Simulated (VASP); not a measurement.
# Mesh, vacuum, cutoff and functional for a few sheets of WS2, part 3 of 5

Wanted: the error that each setting leaves in the work function or ionisation potential of a few sheets of WS2.

VASP 6.6.1, plane waves and PAW; the level of theory is named at each step.

So far. Step 5 (Another mesh, mesh points along a 12, k-mesh 12×12×1): Against the base run its depth below the vacuum changes by -0.00 eV and the energy by -0.1 meV an atom.

## 8. Another vacuum, vacuum width 8

Level of this step: PBE, no spin polarisation; plane waves and PAW (S, W) (VASP).

File INCAR:

```
SYSTEM = WS2
PREC = Normal
ENCUT = 350
EDIFF = 1E-06
NELM = 120
ISMEAR = 0
SIGMA = 0.05
LREAL = .FALSE.
ALGO = Normal
GGA = PE
NBANDS = 24
LASPH = .TRUE.
LORBIT = 11
LWAVE = .FALSE.
LCHARG = .FALSE.
KPAR = 4
IDIPOL = 3
LDIPOL = .TRUE.
DIPOL = 0.5 0.5 0.5
LVHAR = .TRUE.
LVACPOTAV = .TRUE.
```

File POSCAR:

```
WS2
1.0
    3.1800000000      0.0000000000      0.0000000000
   -1.5900000000      2.7539607840      0.0000000000
    0.0000000000      0.0000000000     17.3749999850
S W
4 2
Direct
    0.3333333330      0.6666666670      0.7697841725
    0.3333333330      0.6666666670      0.5899280575
    0.6666666670      0.3333333330      0.4100719425
    0.6666666670      0.3333333330      0.2302158275
    0.6666666670      0.3333333330      0.6798561150
    0.3333333330      0.6666666670      0.3201438850
```

File KPOINTS:

```
Automatic mesh
0
Gamma
9 9 1
0 0 0
```

The projector-augmented-wave data sets are S and W (PBE family, release 64).

Launch:

```bash
$ mpirun -np 4 vasp_std
```

What it wrote:

```text
[... set-up lines as in an earlier step ...]
 entering main loop
       N       E                     dE             d eps       ncg     rms          rms(c)
DAV:   1     0.179144174865E+03    0.17914E+03   -0.12448E+04   576   0.930E+02
DAV:   2    -0.345680211978E+02   -0.21371E+03   -0.20674E+03   816   0.234E+02
DAV:   3    -0.499336119023E+02   -0.15366E+02   -0.15241E+02   776   0.665E+01
DAV:   4    -0.503089281846E+02   -0.37532E+00   -0.37459E+00   800   0.113E+01
[...]
DAV:  16    -0.474030224570E+02   -0.32075E-04   -0.18016E-05   672   0.202E-02    0.100E-02
DAV:  17    -0.474030241041E+02   -0.16470E-05   -0.21200E-06   576   0.784E-03    0.699E-03
DAV:  18    -0.474030240109E+02    0.93209E-07   -0.33263E-07   432   0.307E-03
 [... a notice as in an earlier step ...]

   1 F= -.47403024E+02 E0= -.47403024E+02  d E =-.260735E-12
```

It took 5 s on 4 MPI ranks of Intel Xeon 6975P-C (Granite Rapids), shared host; peak memory 0.63 GiB.

From OUTCAR (step 8):

```text
  Total        0.4627191      0.4627191      1.3852798      0.0000000     -0.0000000      0.0000000
  in kB        4.8721235      4.8721235     14.5860739      0.0000000     -0.0000000      0.0000000
  external PRESSURE =       8.1101070 kB  Pullay stress =       0.0000000 kB

 POSITION                                       TOTAL-FORCE (eV/Angst)
 -----------------------------------------------------------------------------------
     -0.00000      1.83597     13.37500         0.000000      0.000000      0.165182
     -0.00000      1.83597     10.25000         0.000000     -0.000000     -0.073431
      1.59000      0.91799      7.12500        -0.000000      0.000000      0.073431
      1.59000      0.91799      4.00000        -0.000000     -0.000000     -0.165182
      1.59000      0.91799     11.81250         0.000000      0.000000      0.031844
     -0.00000      1.83597      5.56250         0.000000     -0.000000     -0.031844
 -----------------------------------------------------------------------------------
    total drift:                                0.000000     -0.000000      0.000000

  FREE ENERGIE OF THE ION-ELECTRON SYSTEM (eV)
  ---------------------------------------------------
  free  energy   TOTEN  =       -47.4030240109 eV

  energy  without entropy=      -47.4030240109  energy(sigma->0) =      -47.40302401

[... 1 part as in an earlier step ...]

[... 2 further parts left out ...]
[key lines of the parts left out:]
E-fermi :   2.9246
```

Against the base run its depth below the vacuum changes by -0.03 eV and the energy by -0.2 meV an atom.

## 9. Another vacuum, vacuum width 24

INCAR is that of step 8.

File POSCAR:

```
WS2
1.0
    3.1800000000      0.0000000000      0.0000000000
   -1.5900000000      2.7539607840      0.0000000000
    0.0000000000      0.0000000000     33.3749999850
S W
4 2
Direct
    0.3333333330      0.6666666670      0.6404494380
    0.3333333330      0.6666666670      0.5468164793
    0.6666666670      0.3333333330      0.4531835207
    0.6666666670      0.3333333330      0.3595505620
    0.6666666670      0.3333333330      0.5936329587
    0.3333333330      0.6666666670      0.4063670413
```

KPOINTS is that of step 8.

Launch:

```bash
$ mpirun -np 4 vasp_std
```

What it wrote:

```text
[... set-up lines as in an earlier step ...]
 entering main loop
       N       E                     dE             d eps       ncg     rms          rms(c)
DAV:   1     0.230570708209E+03    0.23057E+03   -0.11033E+04   576   0.854E+02
DAV:   2    -0.219249565064E+02   -0.25250E+03   -0.24544E+03   880   0.209E+02
DAV:   3    -0.496605072842E+02   -0.27736E+02   -0.27556E+02   760   0.805E+01
DAV:   4    -0.502969789232E+02   -0.63647E+00   -0.63396E+00   792   0.144E+01
[...]
DAV:  23    -0.474011391546E+02   -0.31560E-05   -0.10309E-07   424   0.120E-03    0.174E-03
DAV:  24    -0.474011402193E+02   -0.10647E-05   -0.27982E-08   360   0.602E-04    0.128E-03
DAV:  25    -0.474011410768E+02   -0.85750E-06   -0.25849E-08   376   0.585E-04
 [... a notice as in an earlier step ...]

   1 F= -.47401141E+02 E0= -.47401141E+02  d E =-.261083E-12
```

It took 10 s on 4 MPI ranks; peak memory 0.85 GiB.

Parts of OUTCAR (step 9):

```text
  Total        0.4652847      0.4652847      1.3861721      0.0000000      0.0000000      0.0000000
  in kB        2.5504873      2.5504873      7.5983902      0.0000000      0.0000000      0.0000000
  external PRESSURE =       4.2331216 kB  Pullay stress =       0.0000000 kB

 POSITION                                       TOTAL-FORCE (eV/Angst)
 -----------------------------------------------------------------------------------
     -0.00000      1.83597     21.37500         0.000000     -0.000000      0.165674
     -0.00000      1.83597     18.25000         0.000000     -0.000000     -0.073267
      1.59000      0.91799     15.12500        -0.000000      0.000000      0.073267
      1.59000      0.91799     12.00000        -0.000000      0.000000     -0.165674
      1.59000      0.91799     19.81250         0.000000      0.000000      0.032212
     -0.00000      1.83597     13.56250         0.000000      0.000000     -0.032212
 -----------------------------------------------------------------------------------
    total drift:                                0.000000      0.000000      0.000000

  FREE ENERGIE OF THE ION-ELECTRON SYSTEM (eV)
  ---------------------------------------------------
  free  energy   TOTEN  =       -47.4011410768 eV

  energy  without entropy=      -47.4011410768  energy(sigma->0) =      -47.40114108

[... 1 part as in an earlier step ...]

[... 2 further parts left out ...]
[key lines of the parts left out:]
E-fermi :  -0.9177
```

Against the base run its depth below the vacuum changes by +0.00 eV and the energy by +0.1 meV an atom.

## 10. Side by side

Times are for 4 MPI ranks of Intel Xeon 6975P-C (Granite Rapids), shared host. The series side by side:

```
no.  vacuum width  electronic cycles  gap on the k-mesh (eV)  time  memory (GiB)
  1             5                 15                   1.387   4 s           0.6
  2             8                 18                   1.416   5 s          0.63
  3            24                 25                   1.417  10 s          0.85
```

## 11. A lower cutoff, ENCUT 210

A lower cutoff is cheaper, and the test is whether a potential difference survives it better than the total energy.

INCAR, as its differences from that of step 9:

```diff
@@ -2,3 +2,3 @@
 PREC = Normal
-ENCUT = 350
+ENCUT = 210
 EDIFF = 1E-06
```

File POSCAR:

```
WS2
1.0
    3.1800000000      0.0000000000      0.0000000000
   -1.5900000000      2.7539607840      0.0000000000
    0.0000000000      0.0000000000     24.3750000000
S W
4 2
Direct
    0.3333333330      0.6666666670      0.6923076920
    0.3333333330      0.6666666670      0.5641025640
    0.6666666670      0.3333333330      0.4358974360
    0.6666666670      0.3333333330      0.3076923080
    0.6666666670      0.3333333330      0.6282051280
    0.3333333330      0.6666666670      0.3717948720
```

KPOINTS is that of step 9.

Launch:

```bash
$ mpirun -np 4 vasp_std
```

What it wrote:

```text
[... set-up lines as in an earlier step ...]
 entering main loop
       N       E                     dE             d eps       ncg     rms          rms(c)
DAV:   1     0.152480151744E+03    0.15248E+03   -0.94200E+03   600   0.601E+02
DAV:   2    -0.356906828284E+02   -0.18817E+03   -0.18377E+03   872   0.180E+02
DAV:   3    -0.497718108075E+02   -0.14081E+02   -0.13979E+02   760   0.577E+01
DAV:   4    -0.500964875590E+02   -0.32468E+00   -0.32367E+00   824   0.934E+00
[...]
DAV:  21    -0.472307377250E+02   -0.49109E-05   -0.20553E-07   480   0.146E-03    0.158E-03
DAV:  22    -0.472307389905E+02   -0.12656E-05   -0.61630E-08   368   0.782E-04    0.176E-03
DAV:  23    -0.472307392843E+02   -0.29376E-06   -0.33642E-08   360   0.735E-04
 [... a notice as in an earlier step ...]

   1 F= -.47230739E+02 E0= -.47230739E+02  d E =-.102303E-11
```

The job ended after 4.4 s (4 MPI ranks; peak memory 0.52 GiB; 15 s of CPU time).

OUTCAR, selected parts (step 11):

```text
  Total       -2.9007243     -2.9007243     -2.1249629      0.0000000      0.0000000     -0.0000000
  in kB      -21.7714591    -21.7714591    -15.9489629      0.0000000      0.0000000     -0.0000000
  external PRESSURE =     -19.8306270 kB  Pullay stress =       0.0000000 kB

 POSITION                                       TOTAL-FORCE (eV/Angst)
 -----------------------------------------------------------------------------------
     -0.00000      1.83597     16.87500        -0.000000      0.000000      0.185233
     -0.00000      1.83597     13.75000         0.000000     -0.000000     -0.089893
      1.59000      0.91799     10.62500         0.000000      0.000000      0.089893
      1.59000      0.91799      7.50000        -0.000000      0.000000     -0.185233
      1.59000      0.91799     15.31250        -0.000000      0.000000      0.031961
     -0.00000      1.83597      9.06250         0.000000      0.000000     -0.031961
 -----------------------------------------------------------------------------------
    total drift:                               -0.000000      0.000000     -0.000000

  FREE ENERGIE OF THE ION-ELECTRON SYSTEM (eV)
  ---------------------------------------------------
  free  energy   TOTEN  =       -47.2307392843 eV

  energy  without entropy=      -47.2307392843  energy(sigma->0) =      -47.23073928

[... 1 part as in an earlier step ...]

[... 2 further parts left out ...]
[key lines of the parts left out:]
E-fermi :   0.6305
```

Numbers from this step:

| Item | Value |
| --- | --- |
| electronic cycles | 23 |
| free energy (TOTEN) | -47.23 eV |
| Fermi energy | 0.6305 eV |
| vacuum levels | 5.719, 5.719 eV |
| ionisation potentials of the upper and lower face | 5.310, 5.310 eV |
| electron affinities of the upper and lower face | 3.897, 3.897 eV |
| highest filled level below the vacuum | 5.310 eV |
| gap on the k-mesh | 1.413 eV |
| least direct gap on the k-mesh | 1.778 eV |

Against the base run its depth below the vacuum changes by -0.01 eV and the energy by +28.5 meV an atom.

## 12. A lower cutoff, ENCUT 280

INCAR, as its differences from that of step 11:

```diff
@@ -2,3 +2,3 @@
 PREC = Normal
-ENCUT = 210
+ENCUT = 280
 EDIFF = 1E-06
```

POSCAR is that of step 11.

KPOINTS is that of step 11.

Launch:

```bash
$ mpirun -np 4 vasp_std
```

What it wrote:

```text
[... set-up lines as in an earlier step ...]
 entering main loop
       N       E                     dE             d eps       ncg     rms          rms(c)
DAV:   1     0.183553107811E+03    0.18355E+03   -0.10574E+04   592   0.745E+02
DAV:   2    -0.322695207078E+02   -0.21582E+03   -0.20915E+03   856   0.205E+02
DAV:   3    -0.498115006925E+02   -0.17542E+02   -0.17395E+02   760   0.669E+01
DAV:   4    -0.502602786246E+02   -0.44878E+00   -0.44735E+00   856   0.116E+01
[...]
DAV:  21    -0.473496314084E+02   -0.10081E-04   -0.63593E-07   528   0.362E-03    0.543E-03
DAV:  22    -0.473496334652E+02   -0.20568E-05   -0.96472E-08   408   0.132E-03    0.269E-03
DAV:  23    -0.473496342547E+02   -0.78950E-06   -0.47046E-08   368   0.830E-04
 [... a notice as in an earlier step ...]

   1 F= -.47349634E+02 E0= -.47349634E+02  d E =-.209299E-12
```

Wall time 5.8 s (4 MPI ranks); peak memory 0.61 GiB.

Parts of OUTCAR (step 12):

```text
  Total        0.0393813      0.0393813      0.9244962      0.0000000     -0.0000000      0.0000000
  in kB        0.2955775      0.2955775      6.9388296      0.0000000     -0.0000000      0.0000000
  external PRESSURE =       2.5099948 kB  Pullay stress =       0.0000000 kB

 POSITION                                       TOTAL-FORCE (eV/Angst)
 -----------------------------------------------------------------------------------
     -0.00000      1.83597     16.87500         0.000000      0.000000      0.168660
     -0.00000      1.83597     13.75000         0.000000      0.000000     -0.069656
      1.59000      0.91799     10.62500         0.000000      0.000000      0.069656
      1.59000      0.91799      7.50000        -0.000000     -0.000000     -0.168660
      1.59000      0.91799     15.31250        -0.000000     -0.000000      0.030943
     -0.00000      1.83597      9.06250         0.000000      0.000000     -0.030943
 -----------------------------------------------------------------------------------
    total drift:                                0.000000     -0.000000     -0.000000

  FREE ENERGIE OF THE ION-ELECTRON SYSTEM (eV)
  ---------------------------------------------------
  free  energy   TOTEN  =       -47.3496342547 eV

  energy  without entropy=      -47.3496342547  energy(sigma->0) =      -47.34963425

[... 1 part as in an earlier step ...]

[... 2 further parts left out ...]
[key lines of the parts left out:]
E-fermi :   0.6240
```

This step gave:

```
free energy (TOTEN)                               : -47.35 eV
Fermi energy                                      : 0.624 eV
vacuum levels                                     : 5.709, 5.709 eV
ionisation potentials of the upper and lower face : 5.315, 5.315 eV
electron affinities of the upper and lower face   : 3.899, 3.899 eV
highest filled level below the vacuum             : 5.315 eV
gap on the k-mesh                                 : 1.417 eV
least direct gap on the k-mesh                    : 1.770 eV
```

Against the base run its depth below the vacuum changes by -0.00 eV and the energy by +8.7 meV an atom.

## 13. Another smearing width, SIGMA 0.02

The width trades sharpness at the Fermi level against the mesh needed.

INCAR, as its differences from that of step 12:

```diff
@@ -2,3 +2,3 @@
 PREC = Normal
-ENCUT = 280
+ENCUT = 350
 EDIFF = 1E-06
@@ -6,3 +6,3 @@
 ISMEAR = 0
-SIGMA = 0.05
+SIGMA = 0.02
 LREAL = .FALSE.
```

POSCAR is that of step 12.

KPOINTS is that of step 12.

Launch:

```bash
$ mpirun -np 4 vasp_std
```

What it wrote:

```text
[... set-up lines as in an earlier step ...]
 entering main loop
       N       E                     dE             d eps       ncg     rms          rms(c)
DAV:   1     0.209178722977E+03    0.20918E+03   -0.11798E+04   576   0.893E+02
DAV:   2    -0.288337332947E+02   -0.23801E+03   -0.23218E+03   864   0.223E+02
DAV:   3    -0.497763602914E+02   -0.20943E+02   -0.20804E+02   768   0.734E+01
[... 2 cycles as in an earlier step ...]
DAV:   6    -0.478220433336E+02    0.24964E+01   -0.11724E+01   840   0.166E+01    0.181E+01
DAV:   7    -0.475421302006E+02    0.27991E+00   -0.34802E+00   776   0.106E+01    0.879E+00
[... 1 cycle as in an earlier step ...]
DAV:   9    -0.474041037132E+02    0.59272E-02   -0.80735E-02   848   0.150E+00    0.503E-01
DAV:  10    -0.474020935218E+02    0.20102E-02   -0.15847E-02   832   0.728E-01    0.441E-01
DAV:  11    -0.474019813628E+02    0.11216E-03   -0.27018E-03   824   0.314E-01    0.120E-01
DAV:  12    -0.474017924747E+02    0.18889E-03   -0.70379E-04   800   0.154E-01    0.839E-02
DAV:  13    -0.474017927947E+02   -0.31995E-06   -0.68822E-05   800   0.451E-02    0.406E-02
DAV:  14    -0.474018503686E+02   -0.57574E-04   -0.11271E-04   728   0.474E-02    0.226E-02
DAV:  15    -0.474018582402E+02   -0.78716E-05   -0.94236E-06   808   0.192E-02    0.232E-02
[... 2 cycles as in an earlier step ...]
DAV:  18    -0.474019437143E+02   -0.77110E-05   -0.72522E-07   528   0.432E-03    0.850E-03
DAV:  19    -0.474019699339E+02   -0.26220E-04   -0.16259E-06   560   0.459E-03    0.823E-03
DAV:  20    -0.474019841564E+02   -0.14223E-04   -0.42487E-07   488   0.310E-03    0.312E-03
DAV:  21    -0.474019984191E+02   -0.14263E-04   -0.75000E-07   528   0.355E-03    0.755E-03
DAV:  22    -0.474020024345E+02   -0.40153E-05   -0.13465E-07   456   0.172E-03    0.499E-03
DAV:  23    -0.474020048639E+02   -0.24294E-05   -0.15016E-07   464   0.140E-03    0.127E-03
DAV:  24    -0.474020055145E+02   -0.65056E-06   -0.45094E-08   384   0.955E-04
 [... a notice as in an earlier step ...]

   1 F= -.47402006E+02 E0= -.47402006E+02  d E =-.166939E-13
```

It took 7.4 s on 4 MPI ranks; peak memory 0.74 GiB.

From OUTCAR (step 13):

```text
  Total        0.4641348      0.4641348      1.3882595     -0.0000000      0.0000000      0.0000000
  in kB        3.4835758      3.4835758     10.4196165     -0.0000000      0.0000000      0.0000000
  external PRESSURE =       5.7955894 kB  Pullay stress =       0.0000000 kB

 POSITION                                       TOTAL-FORCE (eV/Angst)
 -----------------------------------------------------------------------------------
     -0.00000      1.83597     16.87500        -0.000000     -0.000000      0.165684
     -0.00000      1.83597     13.75000        -0.000000     -0.000000     -0.074186
      1.59000      0.91799     10.62500        -0.000000      0.000000      0.074186
      1.59000      0.91799      7.50000         0.000000      0.000000     -0.165684
      1.59000      0.91799     15.31250         0.000000      0.000000      0.031991
     -0.00000      1.83597      9.06250         0.000000      0.000000     -0.031991
 -----------------------------------------------------------------------------------
    total drift:                                0.000000     -0.000000     -0.000000

[... 4 parts as in an earlier step ...]

[... 1 further part left out ...]
[key lines of the parts left out:]
E-fermi :   0.4890
```

Numbers from this step:

```yaml
electronic_cycles: 24
free_energy_toten: -47.40 eV
fermi_energy: 0.489 eV
vacuum_levels: 5.71, 5.71 eV
ionisation_potentials_of_the_upper_and_lower_face: 5.317, 5.317 eV
electron_affinities_of_the_upper_and_lower_face: 3.900, 3.900 eV
highest_filled_level_below_the_vacuum: 5.317 eV
least_direct_gap_on_the_k_mesh: 1.771 eV
```

Against the base run its depth below the vacuum changes by +0.00 eV and the energy by +0.0 meV an atom.

## 14. Another smearing width, SIGMA 0.4

INCAR, as its differences from that of step 13:

```diff
@@ -6,3 +6,3 @@
 ISMEAR = 0
-SIGMA = 0.02
+SIGMA = 0.4
 LREAL = .FALSE.
```

POSCAR is that of step 13.

KPOINTS is that of step 13.

Launch:

```bash
$ mpirun -np 4 vasp_std
```

What it wrote:

```text
[... set-up lines as in an earlier step ...]
 entering main loop
       N       E                     dE             d eps       ncg     rms          rms(c)
DAV:   1     0.209107451487E+03    0.20911E+03   -0.11798E+04   576   0.893E+02
DAV:   2    -0.288340272888E+02   -0.23794E+03   -0.23193E+03   864   0.223E+02
DAV:   3    -0.497764265594E+02   -0.20942E+02   -0.20803E+02   768   0.734E+01
DAV:   4    -0.503015102566E+02   -0.52508E+00   -0.52359E+00   832   0.131E+01
[...]
DAV:  22    -0.474020788539E+02   -0.37787E-05   -0.13184E-07   456   0.173E-03    0.506E-03
DAV:  23    -0.474020811652E+02   -0.23113E-05   -0.14107E-07   456   0.137E-03    0.136E-03
DAV:  24    -0.474020818333E+02   -0.66807E-06   -0.46076E-08   368   0.962E-04
 [... a notice as in an earlier step ...]

   1 F= -.47402082E+02 E0= -.47401698E+02  d E =-.767557E-03
```

The job ended after 7.4 s (4 MPI ranks; peak memory 0.72 GiB; 27 s of CPU time).

From OUTCAR (step 14):

```text
  Total        0.4666577      0.4666577      1.3846043      0.0000000     -0.0000000      0.0000000
  in kB        3.5025110      3.5025110     10.3921821      0.0000000     -0.0000000      0.0000000
  external PRESSURE =       5.7990680 kB  Pullay stress =       0.0000000 kB

 POSITION                                       TOTAL-FORCE (eV/Angst)
 -----------------------------------------------------------------------------------
     -0.00000      1.83597     16.87500         0.000000      0.000000      0.165428
     -0.00000      1.83597     13.75000        -0.000000      0.000000     -0.073679
      1.59000      0.91799     10.62500         0.000000     -0.000000      0.073679
      1.59000      0.91799      7.50000        -0.000000      0.000000     -0.165428
      1.59000      0.91799     15.31250         0.000000      0.000000      0.031537
     -0.00000      1.83597      9.06250         0.000000     -0.000000     -0.031537
 -----------------------------------------------------------------------------------
    total drift:                                0.000000     -0.000000     -0.000000

  FREE ENERGIE OF THE ION-ELECTRON SYSTEM (eV)
  ---------------------------------------------------
  free  energy   TOTEN  =       -47.4020818333 eV

  energy  without entropy=      -47.4013142763  energy(sigma->0) =      -47.40169805

[... 2 parts as in an earlier step ...]

[... 1 further part left out ...]
[key lines of the parts left out:]
E-fermi :   1.0233
```

This step gave:

```
energy at zero smearing : -47.40 eV
Fermi energy            : 1.023 eV
```

Against the base run its depth below the vacuum changes by +0.00 eV and the energy by +0.1 meV an atom.

(Continued in part 4 of 5.)

[Lines on the potential files, build, host, timing and source positions are cut from VASP's logs without a mark.]

[Logs are printed without paths, hosts, clocks, repeated set-up lines and the standing remarks that a program may print on its own settings, such as how far it seeks lower states.]

[Hosts, paths, dates, database ids (printed as entryN), source tags and the programs' standing remarks are cut or masked in the printed files.]

[In band tables of VASP the shares of atoms and orbitals are scaled to a sum of 1 inside the atoms' spheres.]

[Runs that stopped without an error message from VASP are left out.]
